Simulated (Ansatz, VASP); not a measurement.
SnSe2: VASP beside Ansatz

INCAR

```
PREC = Accurate
ENCUT = 520
EDIFF = 1E-7
ISMEAR = 0
SIGMA = 0.05
LREAL = False
LASPH = True
NELM = 100
ALGO = Normal
ISIF = 2
LWAVE = False
LCHARG = True
GGA = PS
LELF = True
LVHAR = True
NBANDS = 20
```

KPOINTS

```
regular mesh
0
Gamma
  6 6 4
```

File POSCAR:

```
SnSe2
1.0
    3.8632107324      0.0000000000      0.0000000000
   -1.9316053662      3.3456386344      0.0000000000
    0.0000000000      0.0000000000      5.9722357835
Sn Se
1 2
Direct
    0.0000000000      0.0000000000      0.0000000000
    0.3333333333      0.6666666667      0.2500000000
    0.6666666667      0.3333333333      0.7500000000
```

Input for Ansatz:

```yaml
crystal:
  lattice:
    - [3.8632107324, 0.0, 0.0]
    - [-1.9316053662, 3.3456386344, 0.0]
    - [0.0, 0.0, 5.9722357835]
  atoms:
    - { symbol: Sn, position: [0.0, 0.0, 0.0] }
    - { symbol: Se, position: [0.3333333333, 0.6666666667, 0.25] }
    - { symbol: Se, position: [0.6666666667, 0.3333333333, 0.75] }
basis:
  ecutwfc: 420
kpoints:
  mp_grid: { grid: [6, 6, 4] }
hamiltonian:
  xc: pbesol
scf:
  occupations: { method: gaussian, width: 0.05 }
output:
  forces: true
  stress: true
  eigenvalues: true
```

Alike in both runs: task single point; functional PBEsol; k mesh 6 × 6 × 4; occupations gaussian, width 0.05 eV; no spin polarisation.

```csv
,VASP,Ansatz
version,VASP 6.6.1,Ansatz 0.2.0
potentials or method,"VASP PAW PBE potentials, release 64 (Sn_d, Se)","scalar-relativistic, plane waves, PAW"
plane-wave cutoff (eV),520,420
valence electrons in the cell,26,46
```

```csv
,VASP,Ansatz,Ansatz less VASP
gap on the k mesh at the Fermi level (eV),0.49,0.50,+0.009
least direct gap on the mesh (eV),0.53,0.54,+0.010
pressure (GPa),2.3,2.2,-0.12
largest component of the traceless stress (GPa),2.34,2.34,+0.006
rms of the force components (eV/Å),0.352,0.342,-0.0098
```

Atom by atom the forces differ by 0.010 eV/Å (rms over components). The two sets of potentials don't hold the same shells in valence.

Caveats: the PAW data sets were made with another functional, which shifts forces and pressure a little (VASP); spin-orbit coupling is left out, which moves the levels of the heavy elements; the cell's inner coordinates are idealised or old, which leaves forces on the atoms; this functional lacks dispersion, which binds the layers, so the pressure and a relaxed spacing across them are unreliable.
